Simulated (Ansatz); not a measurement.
Free-standing chains of the atoms of Zn, named by their start (strip: triangular double chain, ladder: square double chain); atoms and period are relaxed, and energies count from relaxed bulk Zn (P6_3/mmc, 15.34 Å³/atom, gap on the mesh 0.00 eV).

Level of theory: Ansatz, DFT PBE, scalar-relativistic, plane waves, PAW.

Cutoff 420 eV, Gaussian smearing of 0.05 eV, energies at zero smearing, symmetry of each start kept, collinear spin where a moment is listed.

```csv
start,atoms,k mesh,excess energy (eV per host atom),period (Å),gap on the mesh (eV),size of the moment (μB per cell),highest filled level or Fermi level under vacuum (eV)
linear chain,1,1×1×27,0.973,2.594,0.30,0.00,-
zigzag chain,2,1×1×15,0.976,5.094,0,0.00,2.54
ladder chain,4,1×1×14,0.823,4.920,0,0.55,3.61
strip chain,2,1×1×26,0.763,2.505,0,0.00,3.67
```

An odd mesh misses points on the zone edge, so a gap read on it can be too wide.

Each run keeps its start's symmetry and one magnetic start, so lower states can exist. Rows stand on unlike meshes and boxes, so starts that end alike can differ by a few hundredths of an eV per atom.